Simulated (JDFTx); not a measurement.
Runs of JDFTx 1.7.0 (patched build) on BN. The structure is cubic, space group F-43m (No. 216). The conventional cell has a = 3.626 Å, b = 3.626 Å, c = 3.626 Å, α = 90.00°, β = 90.00°, γ = 90.00°. Around N (site symmetry -43m) lie 4 B at 1.57 Å. B (site symmetry -43m) is surrounded by 4 N at 1.57 Å. The cell is a database's computed one.

```csv
task,level,potentials or basis,cell,smearing,density cutoff over wavefunction cutoff,max SCF steps,SCF threshold on the energy,solver of the electrons,further solve for the empty bands,gap on the mesh (eV),pressure (GPa),V0 of scaled cells (Å³/atom),B0 (GPa)
relaxation of cell and atoms,PBEsol,PseudoDojo-SR-PBEsol-0.4.1-standard,relaxed,fermi-dirac 0.05 eV,8,100,1e-10 Ha,scf,no,4.43,0.0,-,-
equation of state,PBE,PseudoDojo-SR-PBE-0.5-standard,as given,fermi-dirac 0.05 eV,4,100,1e-08 Ha,scf,-,-,-,5.95,371
equation of state,PBEsol,PseudoDojo-SR-PBEsol-0.4.1-standard with smoothed tails,as given,fermi-dirac 0.05 eV,8,100,1e-09 Ha,scf,-,-,-,5.87,385
equation of state,PBE,PseudoDojo-SR-PBE-0.5-standard with smoothed tails,as given,fermi-dirac 0.05 eV,8,100,1e-09 Ha,scf,-,-,-,5.95,371
single point,BLYP,PseudoDojo-SR-PBE-0.5-standard,as given,fermi-dirac 0.05 eV,8,100,1e-09 Ha,scf,yes,4.95,10.1,-,-
single point,PBE,PseudoDojo-SR-PBE-0.5-standard,as given,fermi-dirac 0.05 eV,8,100,1e-09 Ha,scf,yes,(a),(b),-,-
```

Alike in all rows: no spin polarisation; k mesh 13 × 13 × 13; cutoff (eV) 1143.

**Question.** Fill in the values left out.

**Answer.** (a) 4.60; (b) -0.8.

Caveats: an odd mesh through Γ misses points on the zone boundary, where band edges often lie (some runs); the empty levels aren't tightly converged (some runs); the potentials were made for another functional, which shifts forces and pressure (some runs).

Not every run made on this cell is shown here.
